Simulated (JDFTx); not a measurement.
# K in JDFTx: convergence with k mesh

Input of the first run (k mesh 1 × 1 × 1); the others differ in this setting and in those tied to it:

K.in

```
include K.lattice
coords-type Lattice
include K.ionpos

ion-species pseudo/K.upf
elec-cutoff 37
elec-ex-corr gga-PBEsol
kpoint-folding 1 1 1
elec-smearing Gauss 0.0018374661
elec-n-bands 10
electronic-SCF nIterations 100 energyDiffThreshold 1e-09
electronic-minimize nIterations 30 energyDiffThreshold 1e-7
converge-empty-states yes
forces-output-coords Cartesian

dump-name run.$VAR
dump End Ecomponents EigStats BandEigs Kpoints Forces Stress
```

The input K.lattice:

```
lattice \
   -5.0976468017     5.0976468017     5.0976468017 \
    5.0976468017    -5.0976468017     5.0976468017 \
    5.0976468017     5.0976468017    -5.0976468017
```

Contents of K.ionpos:

```
ion K      0.0000000000     0.0000000000     0.0000000000 1
```

Potentials or basis: PseudoDojo-SR-PBEsol-0.4-stringent.

The run is started by

```sh
$ jdftx -c 1 -i K.in -o K.out
```

Hardware: 1 thread of Intel(R) Xeon(R) Platinum 8488C (Sapphire Rapids), on a shared host.

```
   k mesh  energy less the tightest run, at zero smearing (meV/atom)  pressure (GPa)  SCF cycles  CPU time (s)  peak memory (GiB)
1 × 1 × 1                                                   -1181.49           -1.19          10           3.8               0.08
2 × 2 × 2                                                     575.93            0.00          22            12               0.09
3 × 3 × 3                                                     -94.38           -0.42          14            12               0.09
4 × 4 × 4                                                      59.40           -0.23          14            20                0.1
5 × 5 × 5                                                      -5.10           -0.32          13            25                0.1
6 × 6 × 6                                                      13.33           -0.29          17            43                0.1
7 × 7 × 7                                                      -7.56           -0.32          13            47               0.11
8 × 8 × 8                                                       0.00           -0.31          15            71               0.13
```

Against the tightest run, the pressure stays within 0.1 GPa from 4 × 4 × 4 on. Not settled before the last step: the energy (to 1 meV/atom). Meshes of other sizes hit other points, so gaps and Fermi surfaces needn't settle smoothly. The tightest run that finished is the yardstick and may itself not be fully converged.

Caveat, for the tightest run too: the empty levels aren't tightly converged.
